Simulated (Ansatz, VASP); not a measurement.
# Two plane-wave programs on TiH6

INCAR

```
SYSTEM = TiH6
PREC = Accurate ; ENCUT = 600
EDIFF = 1E-7 ; ISMEAR = 0
SIGMA = 0.1 ; LREAL = .False.
LASPH = .True. ; NELM = 100
ALGO = Normal ; ISIF = 3
LWAVE = .False. ; LCHARG = .False.
GGA = PE ; IBRION = 2
NSW = 90 ; EDIFFG = -0.04
```

The input KPOINTS:

```
Automatic mesh
0
Gamma
  6 6 6
  0 0 0
```

POSCAR

```
TiH6
1.0
    3.2719538955      0.0000000000      0.0000000000
    0.0000000000      3.2719538955      0.0000000000
    0.0000000000      0.0000000000      3.2719538955
Ti H
1 6
Direct
    0.0000000000      0.0000000000      0.0000000000
    0.5000000000      0.5000000000      0.1433168421
    0.5000000000      0.5000000000      0.8566831579
    0.1433168421      0.5000000000      0.5000000000
    0.8566831579      0.5000000000      0.5000000000
    0.5000000000      0.1433168421      0.5000000000
    0.5000000000      0.8566831579      0.5000000000
```

Input for Ansatz:

```yaml
crystal:
  lattice:
    - [3.2719538955, 0.0, 0.0]
    - [0.0, 3.2719538955, 0.0]
    - [0.0, 0.0, 3.2719538955]
  atoms:
    - { symbol: Ti, position: [0.0, 0.0, 0.0] }
    - { symbol: H, position: [0.5, 0.5, 0.1433168421] }
    - { symbol: H, position: [0.5, 0.5, 0.8566831579] }
    - { symbol: H, position: [0.1433168421, 0.5, 0.5] }
    - { symbol: H, position: [0.8566831579, 0.5, 0.5] }
    - { symbol: H, position: [0.5, 0.1433168421, 0.5] }
    - { symbol: H, position: [0.5, 0.8566831579, 0.5] }
basis:
  ecutwfc: 420
kpoints:
  mp_grid: { grid: [6, 6, 6] }
hamiltonian:
  xc: pbe
scf:
  occupations: { method: gaussian, width: 0.1 }
  lower_state_search: "off"
output:
  forces: true
  stress: true
  eigenvalues: true
relax:
  adjacent_minimum: "off"
  f_tol: 0.04
  max_steps: 70
  cell: { stress_tol: 0.4 }
```

Change from the starting cell: species swapped into the ErB6 type (Pm-3m, No. 221).

Alike in both runs: task relaxation of cell and atoms; functional PBE; k mesh 6 × 6 × 6; occupations gaussian, width 0.1 eV; no spin polarisation.

|  | VASP | Ansatz |
| --- | --- | --- |
| version | VASP 6.6.1 | Ansatz 0.2.0 |
| potentials or method | VASP PAW PBE potentials, release 64 (Ti_sv, H) | scalar-relativistic, plane waves, PAW |
| plane-wave cutoff (eV) | 600 | 420 |
| valence electrons in the cell | 18 | 18 |

|  | VASP | Ansatz | Ansatz less VASP |
| --- | --- | --- | --- |
| gap on the k mesh at the Fermi level, each at its own relaxed structure (eV) | none | none | - |
| relaxed volume (Å³/atom) | 5.00 | 5.00 | 0.000 |
| relaxed cell length with the largest relative difference (Å) | 3.272 | 3.272 | 0.0000 |

A gap of «none» marks a metal or a gap that the smearing closes.

Caveats: the relaxation stopped at its first step, so nothing moved.
